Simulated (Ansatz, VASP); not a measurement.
Al in VASP and in Ansatz

The input INCAR:

```
ALGO = Fast
EDIFF = 1E-8
ENCUT = 520
GGA = PE
ISIF = 2
ISMEAR = 0
LASPH = T
LCHARG = F
LEFG = T
LREAL = F
LWAVE = F
NBANDS = 8
NELM = 100
PREC = Accurate
SIGMA = 0.1
```

The input KPOINTS:

```
k-points
0
Gamma
  10 10 10
```

POSCAR

```
Al
1.0
    0.0000000000      2.0194648466      2.0194648466
    2.0194648466      0.0000000000      2.0194648466
    2.0194648466      2.0194648466      0.0000000000
Al
1
Direct
    0.0000000000      0.0000000000      0.0000000000
```

Input for Ansatz:

```yaml
crystal:
  lattice:
    - [0.0, 2.0194648466, 2.0194648466]
    - [2.0194648466, 0.0, 2.0194648466]
    - [2.0194648466, 2.0194648466, 0.0]
  atoms:
    - { symbol: Al, position: [0.0, 0.0, 0.0] }
basis:
  ecutwfc: 420
kpoints:
  mp_grid: { grid: [10, 10, 10] }
hamiltonian:
  xc: pbe
scf:
  occupations: { method: gaussian, width: 0.1 }
  mixing: { beta: 0.14 }
  initial_density: { chi_scale: 0, normalization: atom }
  max_iter: 84
output:
  forces: true
  stress: true
  eigenvalues: true
  efg: {}
```

Alike in both runs: task electric field gradients; functional PBE; k mesh 10 × 10 × 10; occupations gaussian, width 0.1 eV; no spin polarisation.

|  | VASP | Ansatz |
| --- | --- | --- |
| version | VASP 6.6.1 | Ansatz 0.2.0 |
| potentials or method | VASP PAW PBE potentials, release 64 (Al) | scalar-relativistic, plane waves, PAW |
| plane-wave cutoff (eV) | 520 | 420 |
| valence electrons in the cell | 3 | 3 |

Ansatz gave:

- gap on the k mesh at the Fermi level (eV): none
- pressure (GPa): 0.0

**Question.** Estimate VASP's values.

**Answer.** gap on the k mesh at the Fermi level (eV): none; pressure (GPa): -0.1.

A gap of «none» marks a metal or a gap that the smearing closes. With one functional, cell and mesh, what is left measures potentials, basis and numerics.
